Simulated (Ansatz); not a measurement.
Crystal: TiTe.

```
Ti Te
1.0
     0.00000    3.05007    3.05007
     3.05007    0.00000    3.05007
     3.05007    3.05007    0.00000
Ti Te
1 1
Cartesian
  3.0501 3.0501 3.0501
  0.0000 0.0000 0.0000
```

The cell comes from a database or a generator and needn't be the stable form of this composition.

- Program: Ansatz 0.2.0
- Task: relaxation of cell and atoms
- Functional: BLYP
- Dispersion: D4
- Potentials or basis: Ansatz PAW
- Cutoff: 420 eV (not typed: the program's choice for these potentials)
- k mesh: 8 × 8 × 8
- Occupations: fermi-dirac, width 0.05 eV
- Spin: no spin polarisation

At the start: volume 28.37 Å³/atom.

**Question.** How do energy, volume and symmetry change on relaxing?

**Answer.** It ends after 6 steps and the volume is 22.54 Å³/atom (-20.6 %); space group Fm-3m (No. 225, to 0.05 Å).

Step by step:
```
step  energy change (eV)  largest force (eV/Å)  volume (Å³)
   1              0.0000                0.0000        56.75
   2             -0.2877                0.0000        51.07
   3             -0.4344                0.0000        43.72
   4             -0.4439                0.0000        45.39
   5             -0.4445                0.0000        45.08
   6             -0.4430                0.0000        45.08
```

Final structure:
```
Ti Te
1.0
     0.00000    2.82473    2.82473
     2.82473    0.00000    2.82473
     2.82473    2.82473    0.00000
Ti Te
1 1
Direct
  0.50000 0.50000 0.50000
  0.00000 0.00000 0.00000
```

Caveat: the volume moved by over 15 % at a fixed basis, so the end points are rough; the plane-wave basis is chosen anew once the cell has moved, so the energies of steps on either side of that aren't comparable; pairwise dispersion overbinds metals, which lowers pressure and volume; the PAW data sets come from PBE, with cores solved anew for the run's functional, which leaves a small shift of forces and pressure.
